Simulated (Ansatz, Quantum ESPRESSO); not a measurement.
# AlFe in the B2 ordering: electron–phonon coupling with Quantum ESPRESSO, part 3 of 6

Each step names its level of theory.

So far, highest frequency, solved or plainly interpolated (cm⁻¹): step 4 (phonons and couplings with ph.x: Methfessel–Paxton smearing …) 382. The relaxed cell has a = 2.875 Å (conventional setting).

The structure was built from a prototype and need not be the compound's stable phase.

**5. Coupling and resistivity: Methfessel–Paxton smearing of 0.2 eV**

A first run on coarse meshes.

This step: DFT PBE, scalar-relativistic, plane waves, PAW (Ansatz 0.2.0).

File input.yaml:

```yaml
crystal:
  lattice:
    - [2.8752655042, 0.0, 0.0]
    - [0.0, 2.8752655042, 0.0]
    - [0.0, 0.0, 2.8752655042]
  atoms:
    - { symbol: Al, position: [0.0, 0.0, 0.0] }
    - { symbol: Fe, position: [0.5, 0.5, 0.5], spin: 0.86 }
kpoints:
  mp_grid: { grid: [6, 6, 6] }
hamiltonian:
  xc: pbe
scf:
  occupations: { method: methfessel_paxton, width: 0.2 }
output:
  eigenvalues: true
  populations: true
magnetization:
  spin_polarized: true
phonons:
  method: dfpt
  qmesh: [2, 2, 2]
  temperatures: { t_max: 1000, t_step: 50 }
  qpath:
    path:
      - [[0.0, 0.0, 0.0], [0.0, 0.5, 0.0], [0.5, 0.5, 0.0], [0.0, 0.0, 0.0], [0.5, 0.5, 0.5], [0.0, 0.5, 0.0]]
      - [[0.5, 0.5, 0.5], [0.5, 0.5, 0.0]]
    npoints: 10
  electrical_resistivity:
    mesh: [8, 8, 8]
    temperatures: [20.0, 50.0, 77.0, 100.0, 150.0, 200.0, 300.0, 400.0, 600.0, 800.0]
  electron_occupations: "off"
```

Command:

```sh
> ansatz run input.yaml --threads 4 --pin off --max-ram 8192MiB --backend cpu --events-out ev --progress --plain --runs-dir out
```

Numbers of over 12 decimals in the logs are rounded to 6 here.

The program printed:

```text
[...]
Crystal: 2 atoms, lattice volume = 23.770 Å³
Basis set: ecut = 420 eV, 461 PW (Γ), exchange–correlation on 40×40×40 points (8 copies of the dense FFT grid, shifted against one another)
Bands: 14, of which v1, the nominal top of the filled ones, is band 10 counted from 1 (9 counted from 0)
Symmetry: 48 space group operations
[...]
k-points: 20 of 216
[...]
Starting moments: Σ|m| = 0.86 μB on 1 of 2 sites
[...]
SCF 1 converged in 13 iterations: F = -5018.631687 eV  dr2 = 1.97e-10
[...]
Stability of the state it starts from, as read at its close in the collinear treatment: not read, because cold or Methfessel-Paxton smearing, or corrected tetrahedra, fill the levels in a way that the test cannot read (fill_not_monotonic); its run was given moments
Starting moments: Σ|m| = 0.86 μB on 1 of 2 sites; this step starts from the density that it was given
iter 1 solved again at ethr=1.34e-8 eV; its pass at ethr=3.10e-3 eV (dr2=2.54e-6 eV) is discarded
[...]
SCF iter   6: F=-5018.631687 eV  HF=-5018.631687 eV  |F-HF|=3.64e-12  |Δ(HF+E_count)|=  3.64e-12  S|Δr|=    0.00e0  Δρ=6.67e-8 (↑2.04e-8 ↓6.67e-8)  dr2=1.53e-12  dr2_m=2.19e-13  M=0.735 μB ∫|m|=0.824 μB  ethr=1.00e-12  ⟨swp⟩=3.1  Hψ=1860  notcnv=0
SCF 2 converged in 6 iterations: F = -5018.631687 eV  dr2 = 1.53e-12
this state was not tested for a lower state beside it, because cold or Methfessel-Paxton smearing, or corrected tetrahedra, fill the levels in a way that the test cannot read (fill_not_monotonic; see scf.lower_state_search)
[...]
SCF iter   1: F=—  HF=-5018.631683 eV  |F-HF|=—  |Δ(HF+E_count)|=         —  Δρ=9.11e-8 (↑9.11e-8 ↓5.48e-8)  dr2=2.85e-12  dr2_m=4.17e-13  M=0.735 μB ∫|m|=0.824 μB  β_m=0.30  ethr=1.35e-8  ⟨swp⟩=3.0  Hψ=4346  notcnv=0
eigensolver tolerance schedule: the retry pair's looser diagonalisation over-reported the residual by 901749.24 of it (diagonalisation noise at an unbounded share of the residual, at the tolerance the schedule requests for it); recorded, not acted on — ethr = c·dr2/N_el stays at c = 1.0e-1
SCF iter   2: F=—  HF=-5018.631687 eV  |F-HF|=—  |Δ(HF+E_count)|=   4.73e-6  S|Δr|=    0.00e0  Δρ=1.92e-7 (↑1.23e-7 ↓1.92e-7)  dr2=2.21e-11  dr2_m=3.06e-13  M=0.735 μB ∫|m|=0.824 μB  β_m=0.30  ethr=1.00e-12  ⟨swp⟩=5.9  Hψ=2333  notcnv=0
SCF iter   3: F=-5018.631687 eV  HF=-5018.631687 eV  |F-HF|=1.82e-12  |Δ(HF+E_count)|=  2.73e-12  S|Δr|=    0.00e0  Δρ=7.52e-8 (↑3.49e-8 ↓7.52e-8)  dr2=2.92e-12  dr2_m=1.23e-13  M=0.735 μB ∫|m|=0.824 μB  ethr=1.00e-12  ⟨swp⟩=1.0  Hψ=1289  notcnv=0
SCF 3 converged in 3 iterations: F = -5018.631687 eV  dr2 = 2.92e-12
phonons: the bands overlap, so this run is a metal and interpolates without the dipole-dipole term. If the crystal is really an insulator or semiconductor, its LO-TO splitting is missing
NSCF: frozen V_eff on 20 k-points
[...]
DFPT response loops at q = (0, 0, 0) (fractional): preconditioner auto → Kerker (q_TF=auto, 2.628 Å⁻¹) (partly filled bands, converged f_vac=0.000); β = 1.00, the filter's whole step (`scf.mixing.beta` (0.30) is not read by the response loops under this deck's `scf.mixing.preconditioner`; to damp them name `kerker` or `kerker_dos`, under which they read `scf.mixing.beta`, and type it under 1.00, their step now; both keys bind the ground state too); Anderson in place of MSR1
[...]
SCF iter   6: F=-5018.631687 eV  HF=-5018.631687 eV  |F-HF|=9.09e-13  |Δ(HF+E_count)|=  4.55e-12  S|Δr|=    0.00e0  Δρ=6.78e-8 (↑2.01e-8 ↓6.78e-8)  dr2=1.57e-12  dr2_m=2.25e-13  M=0.735 μB ∫|m|=0.824 μB  ethr=1.00e-12  ⟨swp⟩=1.0  Hψ=1280  notcnv=0
SCF 4 converged in 6 iterations: F = -5018.631687 eV  dr2 = 1.57e-12
[...]
SCF converged after 6 iterations
Magnetization: 0.7352 μB (9.8676 up, 9.1324 down)
Absolute magnetization: 0.8241 μB (∫|ρ↑−ρ↓|, with the PAW one-centre terms)
[...]
Per-site moments (μB) at R_I (Å): [(-0.023495, 1.027147), (0.758028, 1.027147)]
Free energy (F): -5018.631687 eV
[...]
Internal energy: -5018.637110 eV  (E = F + TS)
E sigma→0 (E₀):  -5018.633043 eV
Entropy (-TS):   0.005423 eV (2.711 meV/atom)
Fermi energy:    14.002285 eV
Step filling:    the computed levels leave a gap of 0.0842 eV = 0.4 smearing widths at the electron count; against every level under it full and every level over it empty, smearing changes F+E_penalty+E_count by +3.029 meV and its σ→0 estimate by +1.673 meV
[...]
--- Band table (eV; the first three rows and the last of 40) ---
  k-point 0 ↑: bands = [... 6 lower, 11.5475, 13.6015, 13.6015, 13.6015, 20.3593, 20.3593, 20.3593, 23.3354]
  k-point 1 ↑: bands = [... 6 lower, 11.6936, 13.3293, 13.3293, 13.6316, 17.6118, 21.0746, 21.0746, 23.1976]
  k-point 2 ↑: bands = [... 6 lower, 12.0075, 12.8648, 12.8648, 13.6923, 15.3741, 22.8649, 22.8882, 22.8882]
  k-point 19 ↓: bands = [... 6 lower, 10.8472, 15.0357, 15.0357, 17.0448, 17.0448, 17.0448, 18.2208, 20.4027]
--- Phonons (Γ-DFPT): 2 representative perturbations + reference (Σ response iterations 13) ---
  ASR residual: 1.528e-4 → 0.000e0 eV/Å²; symmetrization residual: 1.340e-11 eV/Å²
  ASR residual per site (eV/Å²): 1.53e-4 4.89e-5
  Γ frequencies (cm⁻¹): 0.00 0.00 0.00 344.80 344.80 344.80
--- Phonons (arbitrary-q DFPT): 4 irreducible q on the 2×2×2 mesh ---
  q = [0.0000, 0.0000, 0.0000] (star 1, of the zone-centre solve; hermiticity 1.01e-12, symmetrization 1.68e-12): -0.00 -0.00 -0.00 344.80 344.80 344.80
  q = [0.0000, 0.0000, -0.5000] (star 3, 4 solved perturbations in 208 linear systems a pass and spin channel, the states on 64 of 216 k-point pairs; hermiticity 8.26e-14, symmetrization 1.83e-13): 214.80 225.49 225.49 263.90 272.60 272.60
[...]
sum rule: each row above includes the acoustic sum rule's correction from the zone centre's row sums; it moved no ω² by more than (1.24 cm⁻¹)²
  mesh force constants: q→R imaginary residual 2.49e-17; ASR residual 1.528e-4 → 0.000e0 eV/Å²; symmetrization residual 5.329e-15 eV/Å²
  interpolated dispersion: 62 rows × 6 modes
  density of states and harmonic sums: on the 22×22×22 q-mesh, interpolated from the force constants of a 2×2×2 supercell (no non-analytic term)
  largest difference from the sums on the solved wave vectors: F 6.55e-2 eV, S 9.78e-5 and C_V 3.23e-5 eV/K
  zero-point energy: 0.092854 eV/cell   skipped modes (ω ≤ 0): 3   left out of the sums: 4.70e-5 of the cell's modes: C_V's classical limit lies that fraction below 3 k_B per atom; for a crystal, a wire or a layer, F and S can be off by more, and a phonons.interpolated_qmesh denser along its periods is the remedy for the sampling
--- Electrical resistivity: potentials and phonons of a 2×2×2 supercell ---
  scattering by harmonic phonons alone, with no dipole-dipole term; scattering by other electrons, impurities, surfaces and spin disorder is left out, and so is spin–orbit coupling
  the resistivity is that of a variational response, whose dependence on the energy is improved iteratively
  at the Fermi level of each mesh (of a tensor a third of its trace):
           mesh   spin    states/(eV spin)  plasma energy (eV)         λ      λ_tr    ħω_log (meV)
          8×8×8     up              0.2139              2.7474    0.0943    0.1247          20.276
          8×8×8   down              2.1023              4.7148    0.8174    0.8166          19.266
          4×4×4     up              0.2174              2.6753    0.1241    0.1945          21.464
          4×4×4   down              1.7743              3.3918    0.5852    0.8217          19.716
  resistivity on the deck's mesh, µΩ·cm:
     T (K)       trace/3  mesh converged            xx            yy            zz    lowest order   relaxation time
     20.00     8.3569e-3              no     8.3569e-3     8.3570e-3     8.3570e-3       1.6414e-2         1.2842e-2
     50.00     3.2333e-1              no     3.2333e-1     3.2333e-1     3.2333e-1       5.1285e-1         3.7275e-1
     77.00      1.1635e0              no      1.1635e0      1.1635e0      1.1635e0        1.5529e0          1.1763e0
    100.00      2.1609e0              no      2.1608e0      2.1609e0      2.1609e0        2.6484e0          2.0759e0
    150.00      4.6123e0              no      4.6123e0      4.6123e0      4.6123e0        5.2059e0          4.2561e0
    200.00      7.0638e0              no      7.0637e0      7.0638e0      7.0638e0        7.7588e0          6.4451e0
    300.00      1.1728e1              no      1.1728e1      1.1728e1      1.1728e1        1.2735e1          1.0641e1
    400.00      1.6218e1              no      1.6218e1      1.6218e1      1.6218e1        1.7655e1          1.4697e1
    600.00      2.5091e1              no      2.5091e1      2.5091e1      2.5091e1        2.7733e1          2.2714e1
    800.00      3.4101e1              no      3.4101e1      3.4101e1      3.4101e1        3.8604e1          3.0840e1
  mean free path at 20 K (of a tensor a third of its trace): 30932 nm by what each carries, 7454 by the Fermi surface alone
[...]
the resistivity times a path that all electrons share, by the Fermi surface of the deck's mesh alone (a third of the trace): 6.229e-16 Ω·m²
  not converged in the mesh (λ; λ_tr; the resistivity at 20 K by 55.75 %; the resistivity at 50 K by 42.82 %; the resistivity at 77 K by 72.80 %; the resistivity at 100 K by 79.34 %; the resistivity at 150 K by 81.55 %; the resistivity at 200 K by 81.52 %; the resistivity at 300 K by 81.12 %; the resistivity at 400 K by 80.56 %; the resistivity at 600 K by 78.94 %; the resistivity at 800 K by 76.76 %): between neighb [...]
  vibrations of 8 cells: unjudged by the run; compare a larger repeat
  the changes of the potential over all sites missed a rigid shift's by 0.00 % (the site terms' by 0.01 %)
  between the force constants' wavevectors the phonons are obtained by Fourier interpolation alone: phonons.electron_occupations is off
--- Löwdin populations: 2 sites ---
  site symbol       q [e]    m [muB]
     0     Al      3.1443    -0.0455
     1     Fe     15.6918     0.7827
  spilling = 0.008630 (of n_electrons = 19.000000)
```

Run time: 28 s. Hardware: 4 threads of Arm Neoverse V1, shared host; peak memory 0.56 GiB.

Numbers from this step:

```
magnetization                                                                  : 0.7352 μB
absolute magnetization                                                         : 0.8241 μB
site moments                                                                   : -0.02350, 0.7580 μB
zero point energy                                                              : 0.09285 eV/cell
share of imaginary modes in the plain interpolation between solved wavevectors : 0
highest frequency, solved or plainly interpolated                              : 384.5 cm⁻¹
Debye temperature (second moment)                                              : 491 K
resistivity at 300 K                                                           : 11.73 μΩ cm
resistivity times mean free path                                               : 6.229, 6.229, 6.229 × 10⁻¹⁶ Ω m² (xx, yy, zz)
coupling λ by branch                                                           : 0.339, 0.218, 0.0816, 0.0551, 0.0306, 0.0271 (branches by rank of frequency)
coupling constant λ, spin up                                                   : 0.09425
coupling constant λ, spin down                                                 : 0.8174
log mean phonon energy ħω_log, spin up                                         : 20.28 meV
log mean phonon energy ħω_log, spin down                                       : 19.27 meV
density of states at the Fermi level, spin up                                  : 0.2139 states/eV a spin and cell
density of states at the Fermi level, spin down                                : 2.102 states/eV a spin and cell
```

Solved on the 2×2×2 mesh alone; all other wavevectors are interpolated. The phonon branches at the labelled points (cm⁻¹):

```
    point  branch 1  branch 2  branch 3  branch 4  branch 5  branch 6
        Γ         0         0         0       345       345       345
  halfway       127       136       136       318       322       322
        X       215       226       226       264       273       273
  halfway       148       152       250       280       342       343
        M       106       106       273       288       384       384
  halfway        69       188       211       292       310       354
        Γ         0         0         0       345       345       345
  halfway       158       158       201       316       339       339
        R       215       215       215       336       336       336
  halfway       149       176       231       311       345       356
        X       215       226       226       264       273       273
jump to R       215       215       215       336       336       336
  halfway       161       161       246       313       365       365
        M       106       106       273       288       384       384
```

The phonon branches as a text plot (rows in cm⁻¹):

```
    376 |            ******                                   ***
    360 |           **   * ***                    ***       **
    344 |***              *   ************************    **
    328 |  **      *           **               ***  **   ***
    312 |   **    *        *****    *   *          **        *
    296 |     *          ******      ***             ***      ***
    280 |      **********                              ***
    264 |      **   *** **                               *    ***
    248 |          *      *                                  *
    232 |       ***                               ******** **
    216 |      ***         ***         *     *****      ***
    200 |      *           ** *         *  ***   *     **
    184 |     *   *          *       **  ****     **  **   **
    168 |     *    *      *                       * ***      *
    152 |    *                **        *          ***
    136 |   *       *    *          *  *                      *
    120 |   *        ** *      *                               *
    104 |              ***      *                               *
     88 |  *              ***        **
     72 |  *                 *  *  *
     56 | *                   *  *  *
     40 |                      * *
     24 |*                      *  *
      8 |                        **
         Γ      X      M          Γ            R        X|R     M
```

One curve a spin channel. The Eliashberg function α²F by phonon energy:

```
phonon energy (meV)   α²F up  α²F tr up  α²F down  α²F tr down
                2.5   2.1e-5          0    1.4e-4       1.0e-4
                5.0  0.00156     6.8e-4   0.00919      0.00391
                7.5  0.00513    0.00259    0.0243       0.0140
               10.0   0.0114    0.00967    0.0722       0.0732
               12.5   0.0155     0.0160     0.136        0.148
               15.0   0.0291     0.0398     0.416        0.424
               17.5   0.0326     0.0466     0.426        0.466
               20.0   0.0413     0.0634     0.433        0.439
               22.5   0.0657      0.107     0.507        0.525
               25.0   0.0232     0.0291     0.114        0.104
               27.5   0.0254     0.0393     0.267        0.266
               30.0  0.00503    0.00859    0.0940        0.102
               32.5   6.9e-4    0.00104    0.0247       0.0259
               35.0   0.0263     0.0360     0.140       0.0862
               37.5   0.0423     0.0509     0.229        0.181
               40.0   0.0424     0.0548     0.227        0.200
               42.5   0.0475     0.0605     0.196        0.215
               45.0  0.00612     0.0101     0.107        0.110
```

Resistivity, by row:

```
T (K)  ρ_xx (μΩ cm)      ρ_yy      ρ_zz  ρ by Ziman's lowest order, mean  ρ by relaxation times, mean  within 2 % of the coarser mesh
   20      0.008357  0.008357  0.008357                          0.01641                      0.01284                              no
   50        0.3233    0.3233    0.3233                           0.5128                       0.3728                              no
   77         1.164     1.164     1.164                            1.553                        1.176                              no
  100         2.161     2.161     2.161                            2.648                        2.076                              no
  150         4.612     4.612     4.612                            5.206                        4.256                              no
  200         7.064     7.064     7.064                            7.759                        6.445                              no
  300         11.73     11.73     11.73                            12.74                        10.64                              no
  400         16.22     16.22     16.22                            17.66                         14.7                              no
  600         25.09     25.09     25.09                            27.73                        22.71                              no
  800          34.1      34.1      34.1                             38.6                        30.84                              no
```

Some points of the scattering mesh along the symmetry lines, up to three branches each (those of largest λ), at most 39 rows; the frequencies are those of the scattering step, which can differ from the solved and plainly interpolated ones; single rows converge slowly. Mode couplings:

```
   q1     q2     q3  branch  ħω (meV)     λ_q  half width (meV)
    0  0.375      0       1     22.56   0.162             0.301
    0  0.375      0       2     23.89  0.0497             0.103
    0  0.375      0       4     35.75   0.214             0.993
 0.25    0.5      0       1     18.37    0.27             0.332
 0.25    0.5      0       2     18.87   0.272             0.353
 0.25    0.5      0       5     42.35   0.042             0.274
  0.5    0.5      0       1     13.21   0.739             0.469
  0.5    0.5      0       2     13.21   0.739             0.469
  0.5    0.5      0       5     47.67   0.023              0.19
0.125  0.125      0       1      3.96   0.798            0.0455
0.125  0.125      0       3        16  0.0588            0.0547
0.125  0.125      0       4     39.89  0.0568             0.329
 0.25   0.25   0.25       1     19.54   0.155             0.215
 0.25   0.25   0.25       2     19.54   0.155             0.215
 0.25   0.25   0.25       3     24.92   0.203             0.458
0.375    0.5  0.375       1     22.93   0.234             0.447
0.375    0.5  0.375       2     24.25   0.224             0.479
0.375    0.5  0.375       3     27.53    0.16              0.44
0.125    0.5  0.125       1     21.27     0.2             0.328
0.125    0.5  0.125       2     23.25   0.257             0.505
0.125    0.5  0.125       6     39.17  0.0636             0.355
  0.5    0.5  0.375       1     24.51   0.219             0.479
  0.5    0.5  0.375       2     24.51   0.219             0.479
  0.5    0.5  0.375       3     27.78   0.185              0.52
  0.5    0.5      0       1     13.21   0.739             0.469
  0.5    0.5      0       2     13.21   0.739             0.469
  0.5    0.5      0       5     47.67   0.023              0.19
```

Largest shares of lambda; single rows converge slowly. Strongest modes:

```
   q1     q2     q3  star  branch  ħω (meV)     λ_q  half width (meV)
0.125   0.25  0.375    48       1     15.09  0.3414            0.2829
0.125  0.375  0.375    24       1     14.76  0.4849            0.3844
0.125   0.25  0.375    48       2     23.18  0.2306            0.4508
0.125  0.375   -0.5    24       1     16.06  0.4346             0.408
0.125  0.375   -0.5    24       2     16.76  0.4267            0.4361
    0   0.25  0.375    24       1     12.97  0.4203            0.2574
    0  0.125   0.25    24       1     9.993  0.4055            0.1473
    0  0.125  0.125    12       1     3.957  0.7983           0.04548
```

(Part 3 of 6 ends here.)

[Logs are printed without paths, hosts, clocks, repeated set-up lines and the standing remarks that a program may print on its own settings, such as how far it seeks lower states.]

[Hosts, paths, dates, database ids (printed as entryN), source tags and the programs' standing remarks are cut or masked in the printed files.]
